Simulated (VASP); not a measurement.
# BaS (Fm-3m) in VASP: notebook, part 2 of 2

VASP 6.6.1. The steps go on from the part before.

### Step 6. Relaxation of the atoms, r2SCAN

File POSCAR:

```
BaS
1.0
    0.0000000000      3.2128429000      3.2128429000
    3.2128429000      0.0000000000      3.2128429000
    3.2128429000      3.2128429000      0.0000000000
Ba S
1 1
Direct
    0.0000000000      0.0000000000      0.0000000000
    0.5000000000      0.5000000000      0.5000000000
```

File INCAR.step1:

```
ALGO = Normal ; EDIFF = 1E-4
ENCUT = 520 ; GGA = PE
ISMEAR = -1 ; LASPH = True
LCHARG = False ; LREAL = False
LWAVE = True ; NELM = 100
PREC = Accurate ; SIGMA = 0.02
```

File INCAR.step2:

```
ALGO = Normal ; EDIFF = 1E-6
EDIFFG = -0.01 ; ENCUT = 520
IBRION = 2 ; ISIF = 2
ISMEAR = -1 ; ISTART = 1
LASPH = True ; LCHARG = False
LMIXTAU = True ; LREAL = False
LWAVE = False ; METAGGA = R2SCAN
NELM = 100 ; NSW = 50
PREC = Accurate ; SIGMA = 0.02
```

File KPOINTS:

```
k-points
0
Gamma
  8 8 8
```

Potentials or basis: VASP PAW PBE potentials, release 64 (Ba_sv, S).

Launch:

```sh
> cat potpaw_PBE.64/Ba_sv/POTCAR potpaw_PBE.64/S/POTCAR > POTCAR
> cp INCAR.step1 INCAR
> mpirun -np 1 vasp_std > vasp.out
> cp INCAR.step2 INCAR
> mpirun -np 1 vasp_std > vasp.out
```

OUTCAR:

```text
EDIFF = 1E-6
   EDIFFG = -0.01
   ENCUT = 520
   IBRION = 2
   ISIF = 2
   ISMEAR = -1
   ISTART = 1
   LASPH = True
   LREAL = False
   METAGGA = R2SCAN
   NELM = 100
   NSW = 50
   PREC = Accurate

 ion  position               nearest neighbor table
   1  0.000  0.000  0.000-   2 3.21   2 3.21   2 3.21   2 3.21   2 3.21   2 3.21
   2  0.500  0.500  0.500-   1 3.21   1 3.21   1 3.21   1 3.21   1 3.21   1 3.21

  LATTYP: Found a face centered cubic cell.
 ALAT       =     6.4256858000

  Lattice vectors:
[... 550 lines left out ...]

  FORCE on cell =-STRESS in cart. coord.  units (eV):
  Direction    XX          YY          ZZ          XY          YZ          ZX
  --------------------------------------------------------------------------------------
  -------------------------------------------------------------------------------------
  Total        0.2250727      0.2250727      0.2250727     -0.0000000      0.0000000      0.0000000
  in kB        5.4366949      5.4366949      5.4366949     -0.0000000      0.0000000      0.0000000
  external PRESSURE =       5.4366949 kB  Pullay stress =       0.0000000 kB

 VOLUME and BASIS-vectors are now :
 -----------------------------------------------------------------------------
  energy-cutoff  :      520.00
  volume of cell :       66.33
      direct lattice vectors                 reciprocal lattice vectors
     0.000000000  3.212842900  3.212842900    -0.155625412  0.155625412  0.155625412
     3.212842900  0.000000000  3.212842900     0.155625412 -0.155625412  0.155625412
     3.212842900  3.212842900  0.000000000     0.155625412  0.155625412 -0.155625412

 POSITION                                       TOTAL-FORCE (eV/Angst)
 -----------------------------------------------------------------------------------
      0.00000      0.00000      0.00000         0.000000     -0.000000      0.000000
      3.21284      3.21284      3.21284         0.000000      0.000000     -0.000000
 -----------------------------------------------------------------------------------
    total drift:                                0.000000      0.000000      0.000000

  FREE ENERGIE OF THE ION-ELECTRON SYSTEM (eV)
  ---------------------------------------------------
  free  energy   TOTEN  =       -39.2056276749 eV

  energy  without entropy=      -39.2056276749  energy(sigma->0) =      -39.20562767

 reached required accuracy - stopping structural energy minimisation
```

OUTCAR.step1:

```text
EDIFF = 1E-4
   ENCUT = 520
   GGA = PE
   ISMEAR = -1
   LASPH = True
[... 581 lines left out ...]
      0.00000      0.00000      0.00000         0.000000     -0.000000     -0.000000
      3.21284      3.21284      3.21284        -0.000000      0.000000      0.000000
 -----------------------------------------------------------------------------------
    total drift:                                0.000000      0.000000      0.000000

  FREE ENERGIE OF THE ION-ELECTRON SYSTEM (eV)
  ---------------------------------------------------
  free  energy   TOTEN  =       -10.1923288693 eV

  energy  without entropy=      -10.1923288693  energy(sigma->0) =      -10.19232887
```

It took 2.8 min on 1 thread of Oxide Virtual Turin-like, shared host; peak memory 0.19 GiB.

Results:

| Quantity | Value |
| --- | --- |
| Free energy | -39.2056 eV |
| Pressure after relaxing | 0.5 GPa |
| Band gap on the k mesh | 2.49 eV, indirect (least direct gap 2.64 eV) |

Final structure:
```
CELL_PARAMETERS angstrom
0.00000 3.21284 3.21284
3.21284 0.00000 3.21284
3.21284 3.21284 0.00000
ATOMIC_POSITIONS crystal
Ba 0.00000 0.00000 0.00000
S 0.50000 0.50000 0.50000
```

Levels at points of the mesh, in eV from the valence-band top:
| k point | band 6 | band 7 | band 8 | band 9 | band 10 | band 11 |
| --- | --- | --- | --- | --- | --- | --- |
| (0.00, 0.00, 0.00) | 0.00 | 0.00 | 0.00 | 4.13 | 4.30 | 4.30 |
| (0.50, 0.00, 0.00) | -1.88 | -1.05 | -1.05 | 5.97 | 6.08 | 6.79 |
| (0.50, 0.50, 0.00) | -0.54 | -0.14 | -0.14 | 2.49 | 6.48 | 6.61 |

Caveat: the relaxation stopped at its first step, so nothing moved; the PAW data sets were made with another functional, which shifts forces and pressure a little; spin-orbit coupling is left out, which moves the levels of the heavy elements.

### Step 7. Relaxation of the atoms, r2SCAN

This run uses another cell than the first one, of 33.83 Å³/atom, 1.020 times its volume.

File POSCAR:

```
BaS
1.0
    0.0000000000      3.2341206300      3.2341206300
    3.2341206300      0.0000000000      3.2341206300
    3.2341206300      3.2341206300      0.0000000000
Ba S
1 1
Direct
    0.0000000000      0.0000000000      0.0000000000
    0.5000000000      0.5000000000      0.5000000000
```

File INCAR.step1:

```
SYSTEM = BaS
PREC     = Accurate       ! precision mode
ENCUT    = 520            ! plane-wave cutoff, eV
ISMEAR   = -1             ! smearing method
SIGMA    = 0.02           ! smearing width, eV
LREAL    = .False.        ! projectors in reciprocal space
LASPH    = .True.         ! aspherical terms in the spheres
NELM     = 80             ! most SCF steps
GGA      = PE             ! functional
ALGO     = Normal         ! electronic algorithm
EDIFF    = 1E-4           ! SCF threshold, eV
LWAVE    = .True.         ! write WAVECAR
LCHARG   = .False.        ! write CHGCAR
```

File INCAR.step2:

```
SYSTEM = BaS
PREC     = Accurate       ! precision mode
ENCUT    = 520            ! plane-wave cutoff, eV
EDIFF    = 1E-6           ! SCF threshold, eV
ISMEAR   = -1             ! smearing method
SIGMA    = 0.02           ! smearing width, eV
LREAL    = .False.        ! projectors in reciprocal space
LASPH    = .True.         ! aspherical terms in the spheres
NELM     = 80             ! most SCF steps
ALGO     = Normal         ! electronic algorithm
ISIF     = 2              ! what is computed and relaxed
LWAVE    = .False.        ! write WAVECAR
LCHARG   = .False.        ! write CHGCAR
METAGGA  = R2SCAN         ! meta-GGA
LMIXTAU  = .True.       
IBRION   = 2              ! ionic algorithm
NSW      = 50             ! ionic steps
EDIFFG   = -0.01          ! ionic threshold
ISTART   = 1
```

File KPOINTS:

```
regular mesh
0
Gamma
  8 8 8
  0 0 0
```

Launch:

```sh
> cat potpaw_PBE.64/Ba_sv/POTCAR potpaw_PBE.64/S/POTCAR > POTCAR
> cp INCAR.step1 INCAR
> mpirun -np 1 vasp_std > vasp.out
> cp INCAR.step2 INCAR
> mpirun -np 1 vasp_std > vasp.out
```

Wall time 2.9 min (1 thread of Oxide Virtual Turin-like, shared host); peak memory 0.19 GiB.

It converged, with:

| Item | Value |
| --- | --- |
| Free energy | -39.2065 eV |
| Pressure after relaxing | -0.3 GPa |
| Band gap on the k mesh | 2.52 eV, indirect (least direct gap 2.68 eV) |

Final structure:
```
Ba S
1.0
     0.00000    3.23412    3.23412
     3.23412    0.00000    3.23412
     3.23412    3.23412    0.00000
Ba S
1 1
Direct
  0.00000 0.00000 0.00000
  0.50000 0.50000 0.50000
```

Levels at points of the mesh, in eV from the valence-band top:
```csv
k point,band 4,band 5,band 6,band 7,band 8,band 9,band 10,band 11,band 12
"(0.00, 0.00, 0.00)",-11.57,-10.74,0.00,0.00,0.00,4.03,4.30,4.30,4.30
"(0.50, 0.00, 0.00)",-11.61,-9.57,-1.84,-1.01,-1.01,5.90,6.02,6.71,6.71
"(0.50, 0.50, 0.00)",-11.74,-10.65,-0.57,-0.15,-0.15,2.52,6.42,6.49,7.84
```

Caveat: the relaxation stopped at its first step, so nothing moved; the PAW data sets were made with another functional, which shifts forces and pressure a little; spin-orbit coupling is left out, which moves the levels of the heavy elements.

### Step 8. Overview

| task | cell | gap on the mesh (eV) | pressure (GPa) |
| --- | --- | --- | --- |
| single point | a = 4.544 Å, angles 60.0°, 2 atoms | 2.49 | 0.5 |
| single point | a = 4.574 Å, angles 60.0°, 2 atoms | 2.52 | -0.3 |
| single point | a = 4.603 Å, angles 60.0°, 2 atoms | 2.55 | -1.1 |
| single point | a = 4.633 Å, angles 60.0°, 2 atoms | 2.58 | -1.8 |
| relaxation of the atoms | atoms relaxed from a = 4.544 Å, angles 60.0°, 2 atoms | 2.49 | 0.5 |
| relaxation of the atoms | atoms relaxed from a = 4.574 Å, angles 60.0°, 2 atoms | 2.52 | -0.3 |

Alike in all rows: level r2SCAN; potentials or basis VASP PAW PBE potentials, release 64 (Ba_sv, S); no spin polarisation; k mesh 8 × 8 × 8; cutoff (eV) 520; smearing fermi-dirac 0.02 eV.

Caveats: the PAW data sets were made with another functional, which shifts forces and pressure a little; spin-orbit coupling is left out, which moves the levels of the heavy elements; the relaxation stopped at its first step, so nothing moved (some runs).

Absolute energies hang on the potentials; compare differences alone.

### Step 9. Against experiment

Step 2. Against the measured gap of BaS, 3.806 eV (indirect; 2 K; a printed reference work, monograph, original work of 1988), the calculated 2.49 eV is off by -1.31 eV. Spin-orbit coupling on Ba is left out. The value is that of r2SCAN on a finite k mesh, which can miss the band edges, without temperature or zero-point motion.

Step 3. Against the measured gap of BaS, 3.806 eV (indirect; 2 K; a printed reference work, monograph, original work of 1988), the calculated 2.52 eV is off by -1.28 eV. Spin-orbit coupling on Ba is left out. The value is that of r2SCAN on a finite k mesh, which can miss the band edges, without temperature or zero-point motion.

Step 4. A measured gap of BaS is 3.806 eV (indirect; 2 K; a printed reference work, monograph, original work of 1988); the calculated 2.55 eV misses it by -1.26 eV. Spin-orbit coupling on Ba is left out. The value is that of r2SCAN on a finite k mesh, which can miss the band edges, without temperature or zero-point motion.

Step 5. A measured gap of BaS is 3.806 eV (indirect; 2 K; a printed reference work, monograph, original work of 1988); the calculated 2.58 eV misses it by -1.23 eV. Spin-orbit coupling on Ba is left out. The value is that of r2SCAN on a finite k mesh, which can miss the band edges, without temperature or zero-point motion.

Step 6. Measured gap of BaS: 3.806 eV (indirect; 2 K; a printed reference work, monograph, original work of 1988). This calculation gives 2.49 eV (-1.31 eV). Spin-orbit coupling on Ba is left out. The value is that of r2SCAN on a finite k mesh, which can miss the band edges, without temperature or zero-point motion.

Step 7. A measured gap of BaS is 3.806 eV (indirect; 2 K; a printed reference work, monograph, original work of 1988); the calculated 2.52 eV misses it by -1.28 eV. Spin-orbit coupling on Ba is left out. The value is that of r2SCAN on a finite k mesh, which can miss the band edges, without temperature or zero-point motion.
